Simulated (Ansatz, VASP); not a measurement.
# Ga3Se in VASP and in Ansatz

```xyz
4
Lattice="4.4325 0.0000 0.0000 0.0000 4.4325 0.0000 0.0000 0.0000 4.4325" Properties=species:S:1:pos:R:3 pbc="T T T"
Se    0.0000    0.0000    0.0000
Ga    2.2162    2.2162    0.0000
Ga    2.2162    0.0000    2.2162
Ga    0.0000    2.2162    2.2162
```

The cell comes from a database or a generator and needn't be the stable form of this composition.

Alike in both runs: functional LDA; k mesh 6 × 6 × 6; occupations fermi-dirac, width 0.05 eV; no spin polarisation.

```csv
,VASP,Ansatz
version,VASP 6.6.1,Ansatz 0.2.0
potentials or method,"VASP PAW LDA potentials, release 64 (Se, Ga_d)",Ansatz PAW
plane-wave cutoff (eV),520,420
valence electrons in the cell,45,55
task,single point,band structure
```

|  | VASP | Ansatz | Ansatz less VASP |
| --- | --- | --- | --- |
| gap on the k mesh at the Fermi level (eV) | none | none | - |
| pressure (GPa) | -4.9 | -4.9 | -0.04 |

A gap of «none» marks a metal or a gap that the smearing closes. The two sets of potentials don't hold the same shells in valence.

Caveats: the PAW data sets come from PBE, with cores solved anew for the run's functional, which leaves a small shift of forces and pressure (Ansatz).
